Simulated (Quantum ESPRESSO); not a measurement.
# AlCo (Pm-3m) in Quantum ESPRESSO: notebook, part 2 of 4

Quantum ESPRESSO 7.5. Earlier steps stand in the parts before.

## (3) Phonons, PBEsol, collinear spin, ferromagnetic start

The input, pw.in:

```
&CONTROL
  calculation = 'scf'
  prefix = 'pwscf'
  outdir = './tmp'
  pseudo_dir = './pseudo'
  tprnfor = .true.
  tstress = .true.
  disk_io = 'low'
/
&SYSTEM
  ibrav = 0
  nat = 2
  ntyp = 2
  ecutwfc = 56
  ecutrho = 448
  nbnd = 19
  occupations = 'smearing'
  smearing = 'mp'
  degauss = 0.01999163
  nspin = 2
  starting_magnetization(1) = 0.1176
  starting_magnetization(2) = 0
/
&ELECTRONS
  conv_thr = 4d-10
  electron_maxstep = 120
  mixing_beta = 0.3
/
ATOMIC_SPECIES
Co    58.9332 co_pbesol_v1.2.uspp.F.UPF
Al    26.9815 al_pbesol_v1.uspp.F.UPF
CELL_PARAMETERS angstrom
   2.8194032100    0.0000000000    0.0000000000
   0.0000000000    2.8194032100    0.0000000000
   0.0000000000    0.0000000000    2.8194032100
ATOMIC_POSITIONS crystal
Co     0.5000000000    0.5000000000    0.5000000000
Al     0.0000000000    0.0000000000    0.0000000000
K_POINTS automatic
9 9 9 0 0 0
```

The input, relax.in:

```
&CONTROL
  calculation = 'vc-relax'
  prefix = 'pwscf'
  outdir = './tmp'
  pseudo_dir = './pseudo'
  tprnfor = .true.
  tstress = .true.
  disk_io = 'low'
  nstep = 40
  forc_conv_thr = 0.0001
  etot_conv_thr = 1d-06
/
&SYSTEM
  ibrav = 0
  nat = 2
  ntyp = 2
  ecutwfc = 56
  ecutrho = 448
  nbnd = 19
  occupations = 'smearing'
  smearing = 'mp'
  degauss = 0.01999163
  nspin = 2
  starting_magnetization(1) = 0.1176
  starting_magnetization(2) = 0
/
&ELECTRONS
  conv_thr = 4d-10
  electron_maxstep = 120
  mixing_beta = 0.3
/
&IONS
  ion_dynamics = 'bfgs'
/
&CELL
  cell_dynamics = 'bfgs'
  press = 0
  press_conv_thr = 0.2
/
ATOMIC_SPECIES
Co    58.9332 co_pbesol_v1.2.uspp.F.UPF
Al    26.9815 al_pbesol_v1.uspp.F.UPF
CELL_PARAMETERS angstrom
   2.8194032100    0.0000000000    0.0000000000
   0.0000000000    2.8194032100    0.0000000000
   0.0000000000    0.0000000000    2.8194032100
ATOMIC_POSITIONS crystal
Co     0.5000000000    0.5000000000    0.5000000000
Al     0.0000000000    0.0000000000    0.0000000000
K_POINTS automatic
9 9 9 0 0 0
```

The input, scf2.in:

```
&CONTROL
  calculation = 'scf'
  prefix = 'pwscf'
  outdir = './tmp'
  pseudo_dir = './pseudo'
  tprnfor = .true.
  tstress = .true.
  disk_io = 'low'
/
&SYSTEM
  ibrav = 0
  nat = 2
  ntyp = 2
  ecutwfc = 56
  ecutrho = 448
  nbnd = 19
  occupations = 'smearing'
  smearing = 'mp'
  degauss = 0.01999163
  nspin = 2
  starting_magnetization(1) = 0.1176
  starting_magnetization(2) = 0
/
&ELECTRONS
  conv_thr = 1d-13
  electron_maxstep = 120
  mixing_beta = 0.3
  startingpot = 'file'
  startingwfc = 'file'
/
ATOMIC_SPECIES
Co    58.9332 co_pbesol_v1.2.uspp.F.UPF
Al    26.9815 al_pbesol_v1.uspp.F.UPF
CELL_PARAMETERS angstrom
   2.8212548109    0.0000000000    0.0000000000
   0.0000000000    2.8212548109    0.0000000000
   0.0000000000    0.0000000000    2.8212548109
ATOMIC_POSITIONS crystal
Co     0.5000000000    0.5000000000    0.5000000000
Al     0.0000000000    0.0000000000    0.0000000000
K_POINTS automatic
9 9 9 0 0 0
```

The input, ph.in:

```
phonons of AlCo
&INPUTPH
  prefix = 'pwscf'
  outdir = './tmp'
  tr2_ph = 1d-18
  fildyn = 'dyn'
  niter_ph = 90
  alpha_mix(1) = 0.4
/
0.0000000000 0.0000000000 0.0000000000
```

The input, dynmat.in:

```
&INPUT
  fildyn = 'dyn'
  asr = 'crystal'
  filout = 'dynmat.disp'
  fileig = 'dynmat.eig'
/
```

Potentials or basis: GBRV 1.5 PBEsol.

Launch:

```
OMP_NUM_THREADS=1 pw.x -in pw.in > pw.out
OMP_NUM_THREADS=1 pw.x -in relax.in > relax.out
OMP_NUM_THREADS=1 pw.x -in scf2.in > scf2.out
OMP_NUM_THREADS=1 ph.x -in ph.in > ph.out
OMP_NUM_THREADS=1 dynmat.x -in dynmat.in > dynmat.out
```

pw.out:

```text
This program is part of the open-source Quantum ESPRESSO suite
     for quantum simulation of materials; please cite
[... 9 lines left out ...]
     --------------------
     sticks:   dense  smooth     PW     G-vecs:    dense   smooth      PW
     Sum        1005     505    161                24207     8601    1503

     Using Slab Decomposition

     bravais-lattice index     =            0
     lattice parameter (alat)  =       5.3279  a.u.
     unit-cell volume          =     151.2405 (a.u.)^3
     number of atoms/cell      =            2
     number of atomic types    =            2
     number of electrons       =        20.00
     number of Kohn-Sham states=           19
     kinetic-energy cutoff     =      56.0000  Ry
     charge density cutoff     =     448.0000  Ry
     scf convergence threshold =      4.0E-10
     mixing beta               =       0.3000
     number of iterations used =            8  plain     mixing
     Exchange-correlation= SLA  PW   PSX  PSC
                           (   1   4  10   8   0   0   0)

     celldm(1)=   5.327900  celldm(2)=   0.000000  celldm(3)=   0.000000
     celldm(4)=   0.000000  celldm(5)=   0.000000  celldm(6)=   0.000000

     crystal axes: (cart. coord. in units of alat)
               a(1) = (   1.000000   0.000000   0.000000 )
               a(2) = (   0.000000   1.000000   0.000000 )
               a(3) = (   0.000000   0.000000   1.000000 )

     reciprocal axes: (cart. coord. in units 2 pi/alat)
               b(1) = (  1.000000  0.000000  0.000000 )
               b(2) = (  0.000000  1.000000  0.000000 )
               b(3) = (  0.000000  0.000000  1.000000 )

     PseudoPot. # 1 for Co read from file:
     co_pbesol_v1.2.uspp.F.UPF
     Pseudo is Ultrasoft + core correction, Zval = 17.0
     Generated by new atomic code, or converted to UPF format
     Using radial grid of  863 points,  6 beta functions with:
                l(1) =   0
                l(2) =   0
                l(3) =   1
                l(4) =   1
                l(5) =   2
                l(6) =   2
     Q(r) pseudized with  8 coefficients,  rinner =    1.200   1.200   1.200
                                                       1.200   1.200

     PseudoPot. # 2 for Al read from file:
     al_pbesol_v1.uspp.F.UPF
     Pseudo is Ultrasoft + core correction, Zval =  3.0
     Generated by new atomic code, or converted to UPF format
     Using radial grid of  893 points,  3 beta functions with:
                l(1) =   0
                l(2) =   1
[... 24 lines left out ...]
        k(    2) = (   0.0000000   0.0000000   0.1111111), wk =   0.0082305
        k(    3) = (   0.0000000   0.0000000   0.2222222), wk =   0.0082305
        k(    4) = (   0.0000000   0.0000000   0.3333333), wk =   0.0082305
        k(    5) = (   0.0000000   0.0000000   0.4444444), wk =   0.0082305
        k(    6) = (   0.0000000   0.1111111   0.1111111), wk =   0.0164609
[... 27 lines left out ...]
        k(   34) = (   0.3333333   0.4444444   0.4444444), wk =   0.0329218
        k(   35) = (   0.4444444   0.4444444   0.4444444), wk =   0.0109739

     Dense  grid:    24207 G-vectors     FFT dimensions: (  36,  36,  36)

     Smooth grid:     8601 G-vectors     FFT dimensions: (  25,  25,  25)

     Check: negative core charge=   -0.000014
     Generating pointlists ...
     new r_m :   0.3572 (alat units)  1.9033 (a.u.) for type    1
     new r_m :   0.3572 (alat units)  1.9033 (a.u.) for type    2

     Initial potential from superposition of free atoms

     starting charge      18.9976, renormalised to      20.0000
     Starting wfcs are   17 randomized atomic wfcs +    2 random wfcs

     Self-consistent Calculation

     iteration #  1     ecut=    56.00 Ry     beta= 0.30
     Davidson diagonalization with overlap
     ethr =  1.00E-02,  avg # of iterations =  5.6

     total energy              =    -299.50779602 Ry
     estimated scf accuracy    <      16.59441712 Ry
[... 154 lines left out ...]
     iteration # 17     ecut=    56.00 Ry     beta= 0.30
     Davidson diagonalization with overlap
     ethr =  6.05E-12,  avg # of iterations =  2.0

     Magnetic moment per site  (integrated on atomic sphere of radius R)
     atom   1 (R=0.357)  charge= 15.6647  magn= -0.0000
     atom   2 (R=0.357)  charge=  1.2421  magn=  0.0000

     End of self-consistent calculation

 ------ SPIN UP ------------

          k = 0.0000 0.0000 0.0000 (  1045 PWs)   bands (ev):

   -79.7279 -43.1639 -43.1639 -43.1639   3.4152  11.6560  11.6560  13.9120
    13.9120  13.9120  20.8294  20.8294  20.8294  23.6998  23.6998  30.1782
    36.6798  36.6798  36.6798
[... 201 lines left out ...]
   -79.7175 -43.2019 -43.2018 -43.2018  10.4709  10.7333  10.7333  14.3738
    14.3738  16.0102  17.2277  17.2277  19.1145  20.6363  20.6363  21.4265
    24.9346  42.3053  42.3053

 ------ SPIN DOWN ----------

          k = 0.0000 0.0000 0.0000 (  1045 PWs)   bands (ev):

   -79.7280 -43.1639 -43.1639 -43.1639   3.4153  11.6560  11.6560  13.9119
    13.9119  13.9119  20.8294  20.8294  20.8294  23.6999  23.6999  30.1782
    36.6799  36.6799  36.6799
[... 201 lines left out ...]
   -79.7175 -43.2020 -43.2019 -43.2019  10.4709  10.7333  10.7333  14.3738
    14.3738  16.0102  17.2278  17.2278  19.1146  20.6363  20.6363  21.4265
    24.9346  42.3054  42.3054

     the Fermi energy is    14.7994 ev

!    total energy              =    -305.02536089 Ry
     estimated scf accuracy    <          7.3E-11 Ry
     smearing contrib. (-TS)   =       0.00046452 Ry
     internal energy E=F+TS    =    -305.02582541 Ry

     The total energy is F=E-TS. E is the sum of the following terms:
     one-electron contribution =    -210.39397982 Ry
     hartree contribution      =     116.23360248 Ry
     xc contribution           =     -36.81711103 Ry
     ewald contribution        =    -174.04833704 Ry

     total magnetization       =     0.00 Bohr mag/cell
     absolute magnetization    =     0.00 Bohr mag/cell

     convergence has been achieved in  17 iterations

     Forces acting on atoms (cartesian axes, Ry/au):

     atom    1 type  1   force =     0.00000000    0.00000000    0.00000000
     atom    2 type  2   force =     0.00000000    0.00000000    0.00000000

     Total force =     0.000000     Total SCF correction =     0.000000

     Computing stress (Cartesian axis) and pressure

          total   stress  (Ry/bohr**3)                   (kbar)     P=        4.09
   0.00002779   0.00000000   0.00000000            4.09        0.00        0.00
   0.00000000   0.00002779   0.00000000            0.00        4.09        0.00
   0.00000000   0.00000000   0.00002779            0.00        0.00        4.09

=------------------------------------------------------------------------------=
   JOB DONE.
=------------------------------------------------------------------------------=
```

scf2.out:

```text
This program is part of the open-source Quantum ESPRESSO suite
     for quantum simulation of materials; please cite
[... 9 lines left out ...]
     --------------------
     sticks:   dense  smooth     PW     G-vecs:    dense   smooth      PW
     Sum        1005     505    161                24207     8601    1503
[... 624 lines left out ...]
   0.00000108   0.00000000   0.00000000            0.16        0.00        0.00
   0.00000000   0.00000108   0.00000000            0.00        0.16        0.00
   0.00000000   0.00000000   0.00000108            0.00        0.00        0.16

=------------------------------------------------------------------------------=
   JOB DONE.
=------------------------------------------------------------------------------=
```

Run time: 4.1 min. Hardware: 1 thread of Intel Xeon Platinum 8488C (Sapphire Rapids), shared host; peak memory 0.16 GiB.

Results:

```
Free energy                                           : -4150.0815 eV
Relaxed volume                                        : 11.23 Å³/atom
Relaxed cell                                          : a = 2.821 Å, b = 2.821 Å, c = 2.821 Å, α = 90.00°, β = 90.00°, γ = 90.00°
Space group after relaxing (to 0.05 Å)                : Pm-3m (No. 221)
Pressure after relaxing                               : 0.0 GPa
Band gap on the k mesh                                : none (metal or under the smearing width)
Net moment                                            : 0.00 μB per cell
Absolute moment                                       : 0.00 μB per cell
Valence electrons inside the program's atomic spheres : Co 15.66; Al 1.24
Highest phonon frequency at Γ                         : 342 cm⁻¹
```

Final structure:
```
Co Al
1.0
     2.82125    0.00000    0.00000
     0.00000    2.82125    0.00000
     0.00000    0.00000    2.82125
Co Al
1 1
Direct
  0.50000 0.50000 0.50000
  0.00000 0.00000 0.00000
```

Phonon frequencies in cm⁻¹ (negative: imaginary):
```csv
q point,frequencies
"(0.000, 0.000, 0.000)",-17 -17 -17 342 342 342
```

Optical modes at Γ, degenerate ones joined:
```csv
cm⁻¹,components,symmetry,active in
341,3,T1u,IR
```

Caveat: the mesh is thin for the phonons of a metal; the starting moments collapsed, and a magnetic state may lie lower.

(Continued in part 3 of 4.)
